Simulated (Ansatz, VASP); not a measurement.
CdSe (Cadmoselite): VASP beside Ansatz

```
CELL_PARAMETERS angstrom
4.30000 0.00000 0.00000
-2.15000 3.72391 0.00000
0.00000 0.00000 7.02000
ATOMIC_POSITIONS crystal
Cd 0.66667 0.33333 0.50000
Cd 0.33333 0.66667 0.00000
Se 0.66667 0.33333 0.88500
Se 0.33333 0.66667 0.38500
```

Alike in both runs: task single point; functional PBE; k mesh 4 × 4 × 2; occupations fermi-dirac, width 0.02 eV; no spin polarisation.

```csv
,VASP,Ansatz
version,VASP 6.6.1,Ansatz 0.2.0
potentials or method,"VASP PAW PBE potentials, release 64 (Cd, Se), cutoff 520 eV","all-electron LAPW, scalar-relativistic"
```

Ansatz gave:

- gap on the k mesh at the Fermi level (eV): 0.70
- least direct gap on the mesh (eV): 0.70
- pressure (GPa): 3.1
- largest component of the traceless stress (GPa): 1.54
- rms of the force components (eV/Å): 0.172

Q: What did VASP give for the same quantities?

A: gap on the k mesh at the Fermi level (eV): 0.70; least direct gap on the mesh (eV): 0.70; pressure (GPa): 3.4; largest component of the traceless stress (GPa): 1.59; rms of the force components (eV/Å): 0.177.

Atom by atom the forces differ by 0.005 eV/Å (rms over components). Ansatz ran all-electron here, so the differences hold the error of VASP's frozen core and of both bases.

Caveats: the k mesh is coarse (spacing up to 0.45 Å⁻¹), so the values aren't converged. PBE gaps usually lie below the measured ones, often by a third to a half.
